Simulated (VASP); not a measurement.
A run of VASP 6.6.1 is set up as follows.

The input INCAR:

```
SYSTEM = HfB2
PREC     = Accurate       ! precision mode
ENCUT    = 520            ! plane-wave cutoff, eV
EDIFF    = 1E-7           ! SCF threshold, eV
ISMEAR   = 0              ! smearing method
SIGMA    = 0.05           ! smearing width, eV
LREAL    = .FALSE.        ! projectors in reciprocal space
LASPH    = .TRUE.         ! aspherical terms in the spheres
NELM     = 60             ! most SCF steps
ALGO     = Normal         ! electronic algorithm
ISIF     = 2              ! what is computed and relaxed
LWAVE    = .FALSE.        ! write WAVECAR
LCHARG   = .FALSE.        ! write CHGCAR
GGA      = RP             ! functional
NBANDS   = 15             ! bands
```

File KPOINTS:

```
Automatic mesh
0
G
  10 10 8
  0 0 0
```

POSCAR

```
HfB2
1.0
    3.1400000000      0.0000000000      0.0000000000
   -1.5700000000      2.7193197679      0.0000000000
    0.0000000000      0.0000000000      3.4800000000
Hf B
1 2
Cartesian
    0.0000000000      0.0000000000      0.0000000000
    1.5700000002      0.9064399225      1.7400000000
   -0.0000000002      1.8128798454      1.7400000000
```

Potentials or basis: VASP PAW PBE potentials, release 64 (Hf_pv, B).

The run is started by

```console
$ cat potpaw_PBE.64/Hf_pv/POTCAR potpaw_PBE.64/B/POTCAR > POTCAR
$ mpirun -np 1 vasp_std > vasp.out
```

(1) Estimate the pressure.

(2) Estimate the band gap on the k mesh.

Answers

(1) 5.1 GPa.

(2) none (metal or under the smearing width).

Caveat: the PAW data sets were made with another functional, which shifts forces and pressure a little.
